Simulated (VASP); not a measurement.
Here is a VASP 6.6.1 calculation.

POSCAR

```
Rb
1.0
    0.0000000000      3.6283532431      3.6283532431
    3.6283532431      0.0000000000      3.6283532431
    3.6283532431      3.6283532431      0.0000000000
Rb
1
Direct
    0.0000000000      0.0000000000      0.0000000000
```

Contents of INCAR.step1:

```
SYSTEM = Rb
  ALGO = Normal
  EDIFF = 1E-4
  ENCUT = 520
  GGA = PE
  ISMEAR = -5
  LASPH = .TRUE.
  LCHARG = .FALSE.
  LREAL = .FALSE.
  LWAVE = .TRUE.
  NBANDS = 10
  NELM = 100
  PREC = Accurate
  SIGMA = 0.05
```

The input INCAR.step2:

```
SYSTEM = Rb
  ALGO = Normal
  EDIFF = 1E-6
  ENCUT = 520
  ISIF = 2
  ISMEAR = 0
  ISTART = 1
  LASPH = .TRUE.
  LCHARG = .FALSE.
  LMIXTAU = .TRUE.
  LORBIT = 11
  LREAL = .FALSE.
  LWAVE = .FALSE.
  METAGGA = R2SCAN
  NBANDS = 10
  NELM = 100
  PREC = Accurate
  SIGMA = 0.05
```

The input KPOINTS:

```
k-points
0
G
  10 10 10
  0 0 0
```

Potentials or basis: VASP PAW PBE potentials, release 64 (Rb_sv).

Launch:

```console
$ cat potpaw_PBE.64/Rb_sv/POTCAR > POTCAR
$ cp INCAR.step1 INCAR
$ mpirun -np 1 vasp_std > vasp.out
$ cp INCAR.step2 INCAR
$ mpirun -np 1 vasp_std > vasp.out
```

**Question.** Predict the pressure.

**Answer.** 0.0 GPa.

**Question.** Predict the band gap on the k mesh.

**Answer.** None (metal or under the smearing width).

Caveat: the PAW data sets were made with another functional, which shifts forces and pressure a little.
